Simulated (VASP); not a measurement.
# CuO (Tenorite) (C2/c) in VASP: a series of runs

Aim: see how the results for CuO (Tenorite) move with the level of theory and the settings. Levels: revPBE, PBE, PBEsol+D4. Tasks: single point.

Program: VASP 6.6.1. These are calculated values, not measurements. Logs are shortened: lines on timing, memory, paths and dates and some standing lists are left out, and cuts for length are marked.

### Step 1. Starting point

The structure is monoclinic, space group C2/c (No. 15). Conventional cell: a = 4.588 Å, b = 3.353 Å, c = 5.024 Å, α = 90.00°, β = 99.54°, γ = 90.00°. Around Cu (site symmetry -1) lie 4 O at 1.91 to 1.92 Å. O (site symmetry 2) has 4 Cu at 1.91 to 1.92 Å as nearest neighbours.

### Step 2. Single point, revPBE

Contents of INCAR:

```
SYSTEM = CuO
PREC = Accurate ; ENCUT = 520
EDIFF = 1E-6 ; ISMEAR = -1
SIGMA = 0.05 ; LREAL = .FALSE.
LASPH = .TRUE. ; NELM = 80
ALGO = Normal ; ISIF = 2
LWAVE = .FALSE. ; LCHARG = .FALSE.
GGA = RE ; NBANDS = 25
```

Contents of KPOINTS:

```
Automatic mesh
0
G
  10 10 5
  0 0 0
```

Contents of POSCAR:

```
CuO
1.0
    2.2940437287     -1.6763657078      0.0000000000
    2.2940437287      1.6763657078      0.0000000000
   -0.8326750593      0.0000000000      4.9546185987
Cu O
2 2
Direct
    0.5000000000      0.0000000000      0.5000000000
    0.0000000000      0.5000000000      0.0000000000
    0.4184000000      0.5816000000      0.7500000000
    0.5816000000      0.4184000000      0.2500000000
```

Potentials or basis: VASP PAW PBE potentials, release 64 (Cu, O).

Launch:

```
cat potpaw_PBE.64/Cu/POTCAR potpaw_PBE.64/O/POTCAR > POTCAR
mpirun -np 1 vasp_std > vasp.out
```

OUTCAR:

```text
SYSTEM = CuO
   PREC = Accurate
   ENCUT = 520
   EDIFF = 1E-6
   ISMEAR = -1
   LREAL = .FALSE.
   LASPH = .TRUE.
   NELM = 80
   ISIF = 2
   GGA = RE

 ion  position               nearest neighbor table
   1  0.500  0.000  0.500-   3 1.91   4 1.91   4 1.92   3 1.92
   2  0.000  0.500  0.000-   4 1.91   3 1.91   4 1.92   3 1.92
   3  0.418  0.582  0.750-   2 1.91   1 1.91   2 1.92   1 1.92
   4  0.582  0.418  0.250-   1 1.91   2 1.91   2 1.92   1 1.92

  LATTYP: Found a base centered monoclinic cell.
 ALAT       =     4.5880874574
 B/A-ratio  =     0.7307470589
 C/A-ratio  =     1.0950317057
 COS(beta)  =    -0.1657361228

  Lattice vectors:

 A1 = (   2.2940437287,  -1.6763657078,   0.0000000000)
 A2 = (   2.2940437287,   1.6763657078,   0.0000000000)
 A3 = (  -0.8326750593,   0.0000000000,   4.9546185987)

Analysis of symmetry for initial positions (statically):
=====================================================================
 Subroutine PRICEL returns:
 Original cell was already a primitive cell.

 Routine SETGRP: Setting up the symmetry group for a
 base centered monoclinic supercell.

 Subroutine GETGRP returns: Found  4 space group operations
 (whereof  2 operations were pure point group operations)
 out of a pool of  4 trial point group operations.

The static configuration has the point symmetry S_2 .
 The point group associated with its full space group is C_2h.

Analysis of symmetry for dynamics (positions and initial velocities):
=====================================================================
 Subroutine PRICEL returns:
 Original cell was already a primitive cell.

 Routine SETGRP: Setting up the symmetry group for a
 base centered monoclinic supercell.

 Subroutine GETGRP returns: Found  4 space group operations
 (whereof  2 operations were pure point group operations)
 out of a pool of  4 trial point group operations.

The dynamic configuration has the point symmetry S_2 .
 The point group associated with its full space group is C_2h.

 Subroutine INISYM returns: Found  4 space group operations
 (whereof  2 operations are pure point group operations),
 and found     1 'primitive' translations

----------------------------------------------------------------------------------------

                                     Primitive cell

  volume of cell :      38.1075

  direct lattice vectors                    reciprocal lattice vectors
     2.294043729 -1.676365708  0.000000000     0.217955741 -0.298264274  0.036629723
     2.294043729  1.676365708  0.000000000     0.217955741  0.298264274  0.036629723
    -0.832675059  0.000000000  4.954618599     0.000000000  0.000000000  0.201831883

  length of vectors
     2.841274118  2.841274118  5.024101234     0.371225024  0.371225024  0.201831883

  position of ions in fractional coordinates (direct lattice)
     0.500000000  0.000000000  0.500000000
     0.000000000  0.500000000  0.000000000
     0.418400000  0.581600000  0.750000000
     0.581600000  0.418400000  0.250000000

  ion indices of the primitive-cell ions
   primitive index   ion index
                 1           1
                 2           2
                 3           3
                 4           4

----------------------------------------------------------------------------------------

 KPOINTS: Automatic mesh

Automatic generation of k-mesh.
 Grid dimensions read from file:
 generate k-points for:   10   10    5

 Generating k-lattice:

  Cartesian coordinates                     Fractional coordinates (reciprocal lattice)
     0.021795574 -0.029826427  0.003662972     0.100000000  0.000000000  0.000000000
     0.021795574  0.029826427  0.003662972     0.000000000  0.100000000  0.000000000
     0.000000000  0.000000000  0.040366377     0.000000000  0.000000000  0.200000000

  Length of vectors
     0.037122502  0.037122502  0.040366377

  Shift w.r.t. Gamma in fractional coordinates (k-lattice)
     0.000000000  0.000000000  0.000000000

 Subroutine IBZKPT returns following result:
 ===========================================

 Found    141 irreducible k-points:

 Following reciprocal coordinates:
            Coordinates               Weight
  0.000000  0.000000  0.000000      1.000000
  0.100000  0.000000 -0.000000      4.000000
  0.200000  0.000000 -0.000000      4.000000
  0.300000  0.000000 -0.000000      4.000000
  0.400000  0.000000  0.000000      4.000000
  0.500000 -0.000000 -0.000000      2.000000
[... 16 lines left out ...]
  0.300000  0.300000 -0.000000      2.000000
  0.400000  0.300000  0.000000      4.000000
 [... further k-points ...]
   k-points           NKPTS =    141   k-points in BZ     NKDIM =    141   number of bands    NBANDS=     25
   number of dos      NEDOS =    301   number of ions     NIONS =      4
   total plane-waves  NPLWV =  23040
   dimension x,y,z NGX =    24 NGY =   24 NGZ =   40
   dimension x,y,z NGXF=    48 NGYF=   48 NGZF=   80
   ions per type =               2   2
   NGX,Y,Z   is equivalent  to a cutoff of  14.04, 14.04, 13.24 a.u.
   NGXF,Y,Z  is equivalent  to a cutoff of  28.09, 28.09, 26.47 a.u.
 SYSTEM =  CuO
   PREC   = accura    normal or accurate (medium, high low for compatibility)
   ISTART =      0    job   : 0-new  1-cont  2-samecut
   ICHARG =      2    charge: 1-file 2-atom 10-const
   ISPIN  =      1    spin polarized calculation?
   LNONCOLLINEAR =      F non collinear calculations
   LSORBIT =      F    spin-orbit coupling
   LASPH  =      T    aspherical Exc in radial PAW
   ENCUT  =  520.0 eV  38.22 Ry    6.18 a.u.   5.28  5.28  9.34*2*pi/ulx,y,z
   NELM   =     80;   NELMIN=  2; NELMDL= -5     # of ELM steps
   EDIFF  = 0.1E-05   stopping-criterion for ELM
   LREAL  =      F    real-space projection
   EDIFFG = 0.1E-04   stopping-criterion for IOM
   NSW    =      0    number of steps for IOM
   IBRION =     -1    ionic relax: 0-MD 1-quasi-New 2-CG
   NFREE  =      0    steps in history (QN), initial steepest desc. (CG)
   ISIF   =      2    stress and relaxation
   ISYM   =      2    0-nonsym 1-usesym 2-fastsym
   POTIM  = 0.5000    time-step for ionic-motion
   TEBEG  =    0.0;   TEEND  =   0.0 temperature during run
   PSTRESS=    0.0 pullay stress
   NELECT =      34.0000    total number of electrons
   NUPDOWN=      -1.0000    fix difference up-down
   EMIN   =  10.00;   EMAX   =-10.00  energy-range for DOS
   EFERMI =   0.00;   METHOD = LEGACY
   ISMEAR =    -1;   SIGMA  =   0.05  broadening in eV -4-tet -1-fermi 0-gaus
   EFERMI_NEDOS =   21; number of points for ismear=-14 and -15
   IALGO  =     38    algorithm
   IMIX   =      4    mixing-type and parameters
     AMIX     =   0.40;   BMIX     =  1.00
     AMIX_MAG =   1.60;   BMIX_MAG =  1.00
  volume/ion in A,a.u.               =       9.53        64.29
  Fermi-wavevector in a.u.,A,eV,Ry     =   1.576029  2.978263 33.795074  2.483868
  Thomas-Fermi vector in A             =   2.676924
   LORBIT       =      0    0 simple, 1 ext, 2 COOP (PROOUT), +10 PAW based schemes
   GGA     = RE    functional components
   LHFCALC =     F    Hartree Fock is set to
   AEXX    =    0.0000 exact exchange contribution
   IVDW    =     0    specifies the selected vdW correction
   LEPSILON=     F    determine dielectric tensor
   LRPA    =     F    only Hartree local field effects (RPA)
 non-spin polarized calculation
  energy-cutoff  :      520.00
  volume of cell :       38.11
 maximum number of plane-waves:      1039
 NGX is ok and might be reduce to    24
   NGX = 11   NGY = 11   NGZ = 19

 number of electron      33.9999992 magnetization

 Free energy of the ion-electron system (eV)
  ---------------------------------------------------
  ext. energy  EPLUGINS =         0.00000000
  ---------------------------------------------------
  free energy    TOTEN  =       -17.76096727 eV

  energy without entropy =      -17.74251926  energy(sigma->0) =      -17.75174327

 E-fermi :   6.7295     XC(G=0): -12.1272

 val. band max:        6.7079246536   @ k =   0.4000   0.0000   0.0000
 cond. band min:       6.7326768632   @ k =  -0.1000   0.0000   0.4000
 fundamental gap:      0.0247522096
 Fermi energy:         6.7294824031

 k-point     1 :       0.0000    0.0000    0.0000
  band No.  band energies     occupation
      1     -13.8944      2.00000
      2     -12.4044      2.00000
      3      -2.0667      2.00000
      4       0.6801      2.00000
      5       1.0929      2.00000
      6       3.0908      2.00000
[... 17 lines left out ...]
     24      23.4274      0.00000
     25      23.7868      0.00000

 k-point     2 :       0.1000    0.0000   -0.0000
  band No.  band energies     occupation
      1     -13.8190      2.00000
      2     -12.3815      2.00000
      3      -1.9503      2.00000
      4       0.6616      2.00000
      5       1.0615      2.00000
      6       2.2587      2.00000
[... 17 lines left out ...]
     24      23.0988      0.00000
     25      24.2092      0.00000

 k-point     3 :       0.2000    0.0000   -0.0000
  band No.  band energies     occupation
      1     -13.6137      2.00000
      2     -12.3204      2.00000
      3      -1.6383      2.00000
      4       0.5895      2.00000
      5       0.9158      2.00000
      6       1.1874      2.00000
[... 17 lines left out ...]
     24      22.1886      0.00000
     25      23.7329      0.00000

 k-point     4 :       0.3000    0.0000   -0.0000
  band No.  band energies     occupation
      1     -13.3417      2.00000
      2     -12.2434      2.00000
      3      -1.2436      2.00000
      4      -0.0609      2.00000
      5       0.5013      2.00000
      6       1.0723      2.00000
[... 17 lines left out ...]
     24      21.0760      0.00000
     25      23.2977      0.00000
[... 477 lines left out ...]
 k-point    22 :      -0.2000    0.2000    0.0000
  band No.  band energies     occupation
      1     -13.2790      2.00000
      2     -12.2142      2.00000
      3      -1.1416      2.00000
      4       0.4435      2.00000
      5       0.4826      2.00000
      6       0.8097      2.00000
[... 17 lines left out ...]
     24      20.9694      0.00000
     25      21.3375      0.00000

 k-point    23 :       0.3000    0.3000   -0.0000
  band No.  band energies     occupation
      1     -13.0042      2.00000
      2     -12.1973      2.00000
      3      -0.6390      2.00000
      4      -0.1125      2.00000
      5       0.9122      2.00000
      6       0.9317      2.00000
[... 17 lines left out ...]
     24      21.8099      0.00000
     25      22.0627      0.00000

 k-point    24 :       0.4000    0.3000    0.0000
  band No.  band energies     occupation
      1     -12.7907      2.00000
      2     -12.1477      2.00000
      3      -0.6484      2.00000
      4      -0.3316      2.00000
      5       0.6761      2.00000
      6       0.9149      2.00000
[... 17 lines left out ...]
     24      20.6125      0.00000
     25      21.5593      0.00000

 [... further k-points ...]

------------------------ aborting loop because EDIFF is reached ----------------------------------------

  FORCE on cell =-STRESS in cart. coord.  units (eV):
  Direction    XX          YY          ZZ          XY          YZ          ZX
  --------------------------------------------------------------------------------------
  -------------------------------------------------------------------------------------
  Total        5.9841967      5.1297070      6.3152183      0.0000000      0.0000000     -0.7993851
  in kB      251.5971734    215.6713499    265.5145143      0.0000000      0.0000000    -33.6090283
  external PRESSURE =     244.2610125 kB  Pullay stress =       0.0000000 kB

 VOLUME and BASIS-vectors are now :
 -----------------------------------------------------------------------------
  energy-cutoff  :      520.00
  volume of cell :       38.11
      direct lattice vectors                 reciprocal lattice vectors
     2.294043729 -1.676365708  0.000000000     0.217955741 -0.298264274  0.036629723
     2.294043729  1.676365708  0.000000000     0.217955741  0.298264274  0.036629723
    -0.832675059  0.000000000  4.954618599     0.000000000  0.000000000  0.201831883

 POSITION                                       TOTAL-FORCE (eV/Angst)
 -----------------------------------------------------------------------------------
      0.73068     -0.83818      2.47731        -0.000000     -0.000000      0.000000
      1.14702      0.83818      0.00000        -0.000000      0.000000      0.000000
      1.66954      0.27358      3.71596         0.000000      0.055221      0.000000
      2.08587     -0.27358      1.23865        -0.000000     -0.055221      0.000000
 -----------------------------------------------------------------------------------
    total drift:                                0.000000      0.000000     -0.000000

  FREE ENERGIE OF THE ION-ELECTRON SYSTEM (eV)
  ---------------------------------------------------
  free  energy   TOTEN  =       -17.7609672748 eV

  energy  without entropy=      -17.7425192566  energy(sigma->0) =      -17.75174327
```

Run time: 68 s. Hardware: 1 thread of AMD EPYC 9R45 (Zen 5), shared host; peak memory 0.21 GiB.

Results:

- Free energy: -17.7610 eV
- Pressure: 24.4 GPa
- Largest force: 0.055 eV/Å
- Band gap on the k mesh: none (metal or under the smearing width)

Forces in eV/Å, atoms in the order of the input:
```
Cu   0.000  0.000  0.000
Cu   0.000  0.000  0.000
O    0.000  0.055  0.000
O    0.000 -0.055  0.000
```

Levels at points of the mesh, in eV from the Fermi level:
```tsv
k point	band 14	band 15	band 16	band 17	band 18	band 19	band 20	band 21
(0.00, 0.00, 0.00)	-2.44	-2.37	-1.81	0.21	1.00	1.97	6.14	8.59
(0.50, 0.00, 0.00)	-1.77	-1.67	-1.55	0.01	0.25	4.91	6.63	7.29
(0.50, 0.50, 0.00)	-2.33	-1.73	-1.34	-0.72	1.14	3.22	7.42	8.67
```

Caveat: so large a pressure means that the cell lies far from this level's equilibrium, or that cutoff or potentials fall short; the potentials were made for another functional, which shifts forces and pressure; the run has no spin polarisation, though such a crystal can be magnetic; semilocal functionals often make such compounds metallic where correlation or magnetic order opens a gap, which also shifts bond lengths.

### Step 3. Single point, PBE

This run uses another cell than the first one, of 10.34 Å³/atom, 1.085 times its volume.

Contents of INCAR:

```
  PREC = Accurate
  ENCUT = 520
  EDIFF = 1E-6
  ISMEAR = -1
  SIGMA = 0.05
  LREAL = F
  LASPH = T
  NELM = 100
  ALGO = Normal
  ISIF = 2
  LWAVE = F
  LCHARG = T
  GGA = PE
  LELF = T
  LVHAR = T
  NBANDS = 25
```

Contents of KPOINTS:

```
Automatic mesh
0
Gamma
  10 10 5
```

Contents of POSCAR:

```
CuO
1.0
    2.3573593924     -1.7226334429      0.0000000000
    2.3573593924      1.7226334429      0.0000000000
   -0.8556569116      0.0000000000      5.0913661947
Cu O
2 2
Direct
    0.5000000000      0.0000000000      0.5000000000
    0.0000000000      0.5000000000      0.0000000000
    0.4184000000      0.5816000000      0.7500000000
    0.5816000000      0.4184000000      0.2500000000
```

Potentials or basis: VASP PAW PBE potentials, release 64 (Cu, O).

Launch:

```
cat potpaw_PBE.64/Cu/POTCAR potpaw_PBE.64/O/POTCAR > POTCAR
mpirun -np 1 vasp_std > vasp.out
```

OUTCAR:

```text
PREC = Accurate
   ENCUT = 520
   EDIFF = 1E-6
   ISMEAR = -1
   LREAL = F
   LASPH = T
   NELM = 100
   ISIF = 2
   GGA = PE

 ion  position               nearest neighbor table
   1  0.500  0.000  0.500-   3 1.96   4 1.96   4 1.97   3 1.97
   2  0.000  0.500  0.000-   4 1.96   3 1.96   4 1.97   3 1.97
   3  0.418  0.582  0.750-   2 1.96   1 1.96   2 1.97   1 1.97
   4  0.582  0.418  0.250-   1 1.96   2 1.96   2 1.97   1 1.97

  LATTYP: Found a base centered monoclinic cell.
[... 875 lines left out ...]
  FORCE on cell =-STRESS in cart. coord.  units (eV):
  Direction    XX          YY          ZZ          XY          YZ          ZX
  --------------------------------------------------------------------------------------
  -------------------------------------------------------------------------------------
  Total        0.6617085      1.1565919      0.3906808      0.0000000      0.0000000     -0.1916522
  in kB       25.6385987     44.8133807     15.1373429      0.0000000      0.0000000     -7.4257693
  external PRESSURE =      28.5297741 kB  Pullay stress =       0.0000000 kB

 VOLUME and BASIS-vectors are now :
 -----------------------------------------------------------------------------
  energy-cutoff  :      520.00
  volume of cell :       41.35
      direct lattice vectors                 reciprocal lattice vectors
     2.357359392 -1.722633443  0.000000000     0.212101728 -0.290253276  0.035645896
     2.357359392  1.722633443  0.000000000     0.212101728  0.290253276  0.035645896
    -0.855656912  0.000000000  5.091366195     0.000000000  0.000000000  0.196410936

 POSITION                                       TOTAL-FORCE (eV/Angst)
 -----------------------------------------------------------------------------------
      0.75085     -0.86132      2.54568         0.000000      0.000000      0.000000
      1.17868      0.86132      0.00000         0.000000     -0.000000      0.000000
      1.71562      0.28113      3.81852         0.000000     -0.280328      0.000000
      2.14345     -0.28113      1.27284        -0.000000      0.280328      0.000000
 -----------------------------------------------------------------------------------
    total drift:                                0.000000     -0.000000     -0.000000

  FREE ENERGIE OF THE ION-ELECTRON SYSTEM (eV)
  ---------------------------------------------------
  free  energy   TOTEN  =       -19.5555415445 eV

  energy  without entropy=      -19.5359591336  energy(sigma->0) =      -19.54575034
```

OSZICAR:

```text
N       E                     dE             d eps       ncg     rms          rms(c)
DAV:   1     0.295973928264E+03    0.29597E+03   -0.16374E+04  7450   0.216E+03
DAV:   2     0.111448206952E+02   -0.28483E+03   -0.26208E+03  7228   0.396E+02
DAV:   3    -0.244782721630E+02   -0.35623E+02   -0.33620E+02  8735   0.155E+02
DAV:   4    -0.256742199835E+02   -0.11959E+01   -0.11901E+01  8594   0.305E+01
DAV:   5    -0.256975062667E+02   -0.23286E-01   -0.23274E-01  9205   0.379E+00    0.174E+01
DAV:   6    -0.231440212995E+02    0.25535E+01   -0.35665E+01 10083   0.150E+02    0.136E+01
DAV:   7    -0.194892290212E+02    0.36548E+01   -0.10015E+01  8535   0.115E+02    0.259E+00
DAV:   8    -0.195901454992E+02   -0.10092E+00   -0.15437E+00  7479   0.854E+00    0.161E+00
DAV:   9    -0.195596658532E+02    0.30480E-01   -0.59164E-02 11978   0.623E+00    0.490E-01
DAV:  10    -0.195560058414E+02    0.36600E-02   -0.12713E-02 10502   0.178E+00    0.321E-01
DAV:  11    -0.195554881970E+02    0.51764E-03   -0.59894E-03 10679   0.694E-01    0.508E-02
DAV:  12    -0.195555046016E+02   -0.16405E-04   -0.27904E-04  8914   0.186E-01    0.278E-02
DAV:  13    -0.195555434892E+02   -0.38888E-04   -0.51150E-05 10766   0.830E-02    0.111E-02
DAV:  14    -0.195555416251E+02    0.18642E-05   -0.92028E-07  6296   0.366E-02    0.577E-03
DAV:  15    -0.195555415445E+02    0.80524E-07   -0.30513E-06  6521   0.167E-02
   1 F= -.19555542E+02 E0= -.19545750E+02  d E =-.195824E-01
```

It took 70 s on 1 thread of AMD EPYC 9R45 (Zen 5), shared host; peak memory 0.22 GiB.

Results:

```
Free energy            : -19.5555 eV
Pressure               : 2.9 GPa
Largest force          : 0.280 eV/Å
Band gap on the k mesh : none (metal or under the smearing width)
```

Forces in eV/Å, atoms in the order of the input:
```
Cu   0.000  0.000  0.000
Cu   0.000  0.000  0.000
O    0.000 -0.280  0.000
O    0.000  0.280  0.000
```

Stress tensor (GPa, compression positive):
```
 2.56  0.00 -0.74
 0.00  4.48  0.00
-0.74  0.00  1.51
```

Levels at points of the mesh, in eV from the Fermi level:
| k point | band 13 | band 14 | band 15 | band 16 | band 17 | band 18 | band 19 | band 20 | band 21 | band 22 |
| --- | --- | --- | --- | --- | --- | --- | --- | --- | --- | --- |
| (0.00, 0.00, 0.00) | -2.33 | -2.17 | -2.11 | -1.63 | 0.21 | 0.92 | 1.66 | 6.03 | 8.06 | 13.31 |
| (0.50, 0.00, 0.00) | -2.01 | -1.57 | -1.47 | -1.39 | 0.00 | 0.26 | 4.89 | 6.25 | 6.88 | 11.03 |
| (0.50, 0.50, 0.00) | -2.09 | -2.08 | -1.65 | -1.20 | -0.64 | 1.05 | 3.42 | 7.04 | 8.50 | 9.89 |

Caveat: the run has no spin polarisation, though such a crystal can be magnetic; semilocal functionals often make such compounds metallic where correlation or magnetic order opens a gap, which also shifts bond lengths. With open d or f shells a metallic result of PBE can be an artefact of self-interaction; +U or a hybrid may open a gap.

(Continued in part 2 of 2.)
